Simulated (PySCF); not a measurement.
Atomic charges by several schemes

Compound: acetic acid, C2H4O2.
Structure used (GFN2-xTB), in Å, numbered top down from 1:
```
atom  x, y, z in Å
C1    -0.9576   -0.0578   -0.1182
C2     0.4865    0.3279    0.0211
O3     0.9289    1.4414   -0.0488
O4     1.2647   -0.7418    0.2420
H5    -1.2834   -0.5573    0.7910
H6    -1.5602    0.8270   -0.2965
H7    -1.0626   -0.7563   -0.9447
H8     2.1927   -0.4737    0.3295
```

Density: PBE0/pcSseg-1 (PySCF); schemes: Mulliken, IAO, Hirshfeld and ESP-fitted. One conformer (not necessarily the lowest) at the GFN2-xTB geometry, without solvent, vibrations or thermal averaging.

Task: What partial charge does each atom carry?

Result: In e:

| atom | environment | Mulliken | IAO | Hirshfeld | ESP-fitted |
| --- | --- | --- | --- | --- | --- |
| C1 | methyl carbon next to a carbonyl | -0.266 | -0.479 | -0.119 | -0.558 |
| C2 | carboxylic acid carbon | +0.357 | +0.542 | +0.218 | +0.815 |
| O3 | acid carbonyl oxygen | -0.401 | -0.464 | -0.281 | -0.572 |
| O4 | acid hydroxyl oxygen | -0.368 | -0.489 | -0.180 | -0.614 |
| H5 | methyl hydrogen | +0.146 | +0.173 | +0.059 | +0.173 |
| H6 | methyl hydrogen | +0.143 | +0.172 | +0.057 | +0.159 |
| H7 | methyl hydrogen | +0.146 | +0.173 | +0.059 | +0.172 |
| H8 | acid proton | +0.242 | +0.371 | +0.186 | +0.425 |

Mean size of the charges over all atoms: ESP-fitted 0.436 e, IAO 0.358 e, Mulliken 0.259 e, Hirshfeld 0.145 e. Each set sums to the total charge, 0, to within 0.001 e. The ESP scheme fits charges at the nuclei, held to the total charge, to the electrostatic potential on points at 1.4 to 2.0 times the van der Waals radii. The Mulliken scheme gives each basis function's population to the atom it is centred on and halves the overlap population of two atoms between them.

Lowest charge. The schemes don't all agree: Mulliken O3 (-0.401); IAO O4 (-0.489); Hirshfeld O3 (-0.281); ESP-fitted O4 (-0.614).

Highest charge. All schemes agree: Mulliken C2 (+0.357); IAO C2 (+0.542); Hirshfeld C2 (+0.218); ESP-fitted C2 (+0.815).

Task: Sum the charges by element.

Result: 
```json
{"element": "C", "atoms": "2", "Mulliken": "+0.092", "IAO": "+0.062", "Hirshfeld": "+0.099", "ESP-fitted": "+0.257"}
{"element": "O", "atoms": "2", "Mulliken": "-0.769", "IAO": "-0.953", "Hirshfeld": "-0.461", "ESP-fitted": "-1.185"}
{"element": "H", "atoms": "4", "Mulliken": "+0.677", "IAO": "+0.890", "Hirshfeld": "+0.362", "ESP-fitted": "+0.928"}
```

Task: How closely do the schemes follow one another over all atoms?

Result: Correlation coefficient and root-mean-square difference: IAO with ESP-fitted 0.99, 0.118 e; Mulliken with IAO 0.99, 0.121 e; Mulliken with Hirshfeld 0.98, 0.121 e; Mulliken with ESP-fitted 0.98, 0.229 e; IAO with Hirshfeld 0.96, 0.234 e; Hirshfeld with ESP-fitted 0.96, 0.338 e.
